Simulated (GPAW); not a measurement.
Crystal: Zn.

```
Zn
1.0
     2.67000    0.00000    0.00000
    -1.33500    2.31229    0.00000
     0.00000    0.00000    4.96600
Zn
2
Direct
  0.66667 0.33333 0.75000
  0.33333 0.66667 0.25000
```

Base run:

- Program: GPAW 26.7.0
- Functional: LDA
- Potentials or basis: the program's PAW data sets (release 1.2.1) made for this functional
- Cutoff: 600 eV
- Basis: pw
- k mesh: 11 × 11 × 6
- Occupations: gaussian, width 0.02 eV
- Spin: no spin polarisation

Its results: band gap on the k mesh none (metal or under the smearing width); pressure -9.4 GPa.

The run is repeated on the same cell with these changes: functional from LDA to RPBE; occupations from gaussian, width 0.02 eV to gaussian, width 0.05 eV. What comes out?

Band gap on the k mesh none (metal or under the smearing width); pressure 2.4 GPa.
